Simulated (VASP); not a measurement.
# C, cohesive energy: which settings are enough?

C, Fd-3m (no. 227), 2 atoms in the cell. PBE; PAW potentials C (PBE set). VASP 6.6.1.

Wanted: cohesive energy within 0.01 eV/atom.

Starting geometry: cell relaxed first with the same functional.

The series start from Cutoff ENCUT (eV): 525; box of the atom (Å): 12; SIGMA of the atom: 0.002; ALGO of the atom: All; k spacing (1/Å): 0.3; SIGMA of the crystal: 0.05; PREC: Accurate; LASPH: .TRUE.. Each series keeps the choices made before it, and each single choice may use up half of a tolerance. Times cover all steps of a run.

## Cutoff ENCUT (eV)

| Cutoff ENCUT (eV) | Cohesive energy (eV/atom) | Time (s) |
|---|---|---|
| 320 | 7.749 | 36 |
| 400 | 7.714 | 279 |
| 460 | 7.709 | 70 |
| 525 | 7.707 | 160 |
| 600 | 7.709 | 114 |
| 725 (reference) | 7.712 | 408 |

Chosen: 600, the loosest value from which every tighter one stays within half of the tolerance.

## Box of the atom (Å)

| Box of the atom (Å) | Cohesive energy (eV/atom) | Time (s) |
|---|---|---|
| 6 | 7.722 | 17 |
| 8 | 7.711 | 27 |
| 10 | 7.709 | 96 |
| 12 | 7.709 | 114 |
| 15 (reference) | 7.709 | 165 |

Chosen: 8.

## SIGMA of the atom

| SIGMA of the atom | Cohesive energy (eV/atom) | Time (s) |
|---|---|---|
| 0.2 | 7.777 | 27 |
| 0.1 | 7.711 | 62 |
| 0.05 | 7.711 | 61 |
| 0.01 | 7.711 | 97 |
| 0.002 (reference) | 7.711 | 27 |

Chosen: 0.1.

## ALGO of the atom

| ALGO of the atom | Cohesive energy (eV/atom) | Time (s) |
|---|---|---|
| All | 7.711 | 62 |
| Normal | 7.815 | 32 |
| Normal, gentle mixing | 7.815 | 22 |
| Damped | 7.710 | 30 |

Chosen: Damped, the fastest of those that stay within half of the tolerance.

## k spacing (1/Å)

| k spacing (1/Å) | Cohesive energy (eV/atom) | Time (s) |
|---|---|---|
| 0.8 | 7.644 | 30 |
| 0.55 | 7.705 | 30 |
| 0.4 | 7.710 | 30 |
| 0.3 | 7.710 | 30 |
| 0.2 (reference) | 7.710 | 32 |

Chosen: 0.55.

## SIGMA of the crystal

| SIGMA of the crystal | Cohesive energy (eV/atom) | Time (s) |
|---|---|---|
| 0.2 | 7.705 | 29 |
| 0.1 | 7.705 | 31 |
| 0.05 | 7.705 | 30 |
| 0.01 (reference) | 7.705 | 30 |

Chosen: 0.2.

## PREC

| PREC | Cohesive energy (eV/atom) | Time (s) |
|---|---|---|
| Accurate | 7.705 | 29 |
| Normal | 7.705 | 19 |

Chosen: Normal.

## LASPH

| LASPH | Cohesive energy (eV/atom) | Time (s) |
|---|---|---|
| .TRUE. | 7.705 | 19 |
| .FALSE. | 7.721 | 18 |

Chosen: .TRUE.; no other choice that stays within half of the tolerance saves 30 % of the time.

## All choices together

| Input | Cohesive energy (eV/atom) | Time (s) |
|---|---|---|
| program defaults (spin kept) (naive) | 7.807 | 11 |
| chosen settings | 7.705 | 19 |
| reference settings throughout | 7.712 | 264 |

The tolerance is met.

## The input

INCAR.step1:
```
PREC = Normal
ENCUT = 600
EDIFF = 1E-6
ISMEAR = 0
SIGMA = 0.1
LREAL = F
LASPH = T
ALGO = Damped
NELM = 300
LWAVE = F
LCHARG = F
GGA = PE
ISYM = 0
ISPIN = 2
MAGMOM = 2
LMAXMIX = 4
NBANDS = 8
TIME = 0.3
```

INCAR.step2:
```
PREC = Normal
ENCUT = 600
EDIFF = 1E-6
ISMEAR = 0
SIGMA = 0.2
LREAL = F
LASPH = T
ALGO = Normal
NELM = 120
LWAVE = F
LCHARG = F
GGA = PE
KPAR = 4
```

KPOINTS.step1:
```
Automatic mesh
0
Gamma
  1 1 1
  0 0 0
```

KPOINTS.step2:
```
Automatic mesh
0
Gamma
  6 6 6
  0 0 0
```

POSCAR.step1:
```
C
1.0
    8.0000000000      0.0000000000      0.0000000000
    0.0000000000      8.4000000000      0.0000000000
    0.0000000000      0.0000000000      8.8000000000
C
1
Direct
    0.5000000000      0.5000000000      0.5000000000
```

POSCAR.step2:
```
C
1.0
    2.5254865725      0.0000000000      0.0000000000
    1.2627432863      2.1871355287      0.0000000000
    1.2627432863      0.7290451762      2.0620511516
C
2
Direct
    0.7500000000      0.7500000000      0.7500000000
    0.5000000000      0.5000000000      0.5000000000
```

Commands (each step's output is kept before the next begins):
```
cat potpaw_PBE.64/C/POTCAR > POTCAR
cp INCAR.step1 INCAR
cp KPOINTS.step1 KPOINTS
cp POSCAR.step1 POSCAR
mpirun -np 4 vasp_gam > vasp.out
rm WAVECAR CHG
cp INCAR.step2 INCAR
cp KPOINTS.step2 KPOINTS
cp POSCAR.step2 POSCAR
mpirun -np 4 vasp_std > vasp.out
```

The chosen input took VASP 6.6.1 19 s on 4 cores (AMD EPYC 9R14 (Zen 4)), a shared host.

## An input that fails: free atom without spin

It runs to its end, but against the unchanged starting input it is off by 1.377 eV/atom in the cohesive energy.

Changes against the starting input:
```
(step 1)
- ISPIN = 2
- MAGMOM = 2
```
